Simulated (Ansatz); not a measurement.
C (Fmmm), a vibration from a frozen displacement

Level of theory: DFT r2SCAN, scalar-relativistic, plane waves, PAW in Ansatz. Settings: plane waves to 500 eV, k-mesh 8×8×8 (Γ-centred), Gaussian smearing 0.05 eV. No spin polarisation. Energies are free energies at this smearing, counted from the undisturbed cell; pressure is positive in compression.

The undisturbed cell (relaxed at this level; this form isn't the usual structure):

```xyz
8
Lattice="0.0000 -4.2535 0.0000 -2.4558 -2.1268 -3.5618 2.4558 -2.1268 -3.5618" Properties=species:S:1:pos:R:3 pbc="T T T"
C     0.0000   -5.6712   -3.5618
C     0.0000   -3.5444    0.0000
C    -1.2279   -3.5444   -3.5618
C     1.2279   -3.5444   -3.5618
C     0.0000   -2.8358   -3.5618
C     0.0000   -0.7091    0.0000
C    -1.2279   -4.9626   -3.5618
C     1.2279   -4.9626   -3.5618
```

The cell holds layers and no dispersion correction was added, so their binding is poorly described.

Atom 1 (C) is moved by x along the Cartesian unit vector (0.707, 0.707, 0.000); the cell and all other atoms stay fixed. The cell's volume is 74.41 Å³; the moved atoms weigh 12.011 u together and the others 84.077 u.

| x (Å) | ΔE (meV/cell) | total force on the moved atoms along the move (eV/Å) | pressure (GPa) |
| --- | --- | --- | --- |
| -0.1000 | 299.54 | 5.8461 | 1.1217 |
| -0.0750 | 170.57 | 4.4638 | 0.6478 |
| -0.0500 | 76.78 | 3.0303 | 0.3016 |
| -0.0250 | 19.52 | 1.5425 | 0.0916 |
| 0.0000 | 0.00 | 0.0093 | 0.0240 |
| 0.0250 | 19.78 | -1.6102 | 0.1000 |
| 0.0500 | 81.38 | -3.3331 | 0.3341 |
| 0.0750 | 187.27 | -5.1560 | 0.7318 |
| 0.0875 | 257.65 | -6.1098 | 0.9962 |
| 0.1000 | 340.15 | -7.0948 | 1.3055 |

Task: What frequency belongs to this motion?

Result: The force constant is k = −dF/dx = 63.054 eV/Å², from the parabola through x = -0.0250, 0 and 0.0250. In every cell the moved atoms swing against the rest, so the mass is μ = m₁m₂/(m₁ + m₂) = 10.510 u, and ν̃ = 521.5 cm⁻¹ × √(|k|/μ) = 1277 cm⁻¹. The pattern needn't be a normal mode: ν̃² is then a weighted mean of the squared nonzero frequencies at the zone centre of this cell, taken without macroscopic field, so it lies between the lowest and the highest of them.

Task: How far does the harmonic law reach?

Result: At x = -0.100 Å, kx²/2 = 315.27 meV against the computed 299.54 meV (-5.0 %): the well is still close to harmonic there.

Cost: 10 runs of about 6.9 core-minutes in all, on Intel Xeon Processor @ 2.70GHz (shared hosts).